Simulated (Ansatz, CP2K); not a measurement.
# One calculation of La, 4 ways

```
CELL_PARAMETERS angstrom
3.75000 0.00000 0.00000
-1.87500 3.24760 0.00000
0.00000 0.00000 6.07000
ATOMIC_POSITIONS crystal
La 0.66667 0.33333 0.75000
La 0.33333 0.66667 0.25000
```

This isn't the form of La at room conditions, which is double hcp.

Alike in all runs: task band structure; functional PBEsol; k mesh 8 × 8 × 5; occupations fermi-dirac, width 0.05 eV; no spin polarisation; no spin-orbit coupling. Pressure is positive in compression and, in plane waves, holds the error of the finite cutoff, which Ansatz's Pulay term estimates and takes out.

```tsv
program and potentials	plane-wave cutoff (eV)	notes	pressure (GPa)
Ansatz, Ansatz PAW	420	potentials made for PBE, which Ansatz adapts in part	?
CP2K, GTH_POTENTIALS La GTH-PBE-q11; TZVP-MOLOPT-SR-GTH basis	-	atomic basis; potentials made for PBE	-0.28
Ansatz, all-electron LAPW, scalar-relativistic	-	-	-1.44
Ansatz, PAW datasets made for the crystal	260	-	-1.44
```

Problem. Estimate from the other rows what the run with Ansatz, Ansatz PAW gave.

Solution. Pressure -1.47 GPa. The other rows, which needn't bracket it: pressure -1.44 to -0.28.
